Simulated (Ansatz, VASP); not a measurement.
# Pb: VASP beside Ansatz

INCAR

```
SYSTEM = Pb
PREC = Accurate
ENCUT = 520
EDIFF = 1E-6
ISMEAR = -1
SIGMA = 0.3
LREAL = .False.
LASPH = .True.
NELM = 100
ALGO = Fast
ISIF = 2
LWAVE = .False.
LCHARG = .False.
GGA = PE
NBANDS = 21
```

Contents of KPOINTS:

```
Automatic mesh
0
Gamma
  9 9 4
  0 0 0
```

The input POSCAR:

```
Pb
1.0
    3.0386000000     -1.7503000000      0.0000000000
    3.0386000000      1.7503000000      0.0000000000
   -2.1155000000      0.0000000000      6.0952000000
Pb
2
Direct
    0.0915000000      0.0915000000      0.2737000000
    0.9085000000      0.9085000000      0.7263000000
```

Input for Ansatz:

```yaml
crystal:
  lattice:
    - [3.0386, -1.7503, 0.0]
    - [3.0386, 1.7503, 0.0]
    - [-2.1155, 0.0, 6.0952]
  atoms:
    - { symbol: Pb, position: [0.0915, 0.0915, 0.2737] }
    - { symbol: Pb, position: [0.9085, 0.9084999999999999, 0.7262999999999998] }
basis:
  ecutwfc: 550.0
kpoints:
  mp_grid:
    grid: [9, 9, 4]
hamiltonian:
  xc: pbe
  pseudopotentials:
    kind: paw
scf:
  occupations:
    method: fermi_dirac
    width: 0.3
output:
  stress: true
```

This isn't the form of Pb at room conditions, which is fcc.

Alike in both runs: task single point; functional PBE; k mesh 9 × 9 × 4; occupations fermi-dirac, width 0.3 eV; no spin polarisation.

|  | VASP | Ansatz |
| --- | --- | --- |
| version | VASP 6.6.1 | Ansatz 0.2.0 |
| potentials or method | VASP PAW PBE potentials, release 64 (Pb_d) | plane waves, PAW |
| plane-wave cutoff (eV) | 520 | 550 |
| valence electrons in the cell | 28 | 28 |

```tsv
	VASP	Ansatz	Ansatz less VASP
pressure (GPa)	1.2	1.2	+0.08
largest component of the traceless stress (GPa)	0.73	0.73	+0.001
```

Spin-orbit coupling is left out, which matters for the levels of Pb.
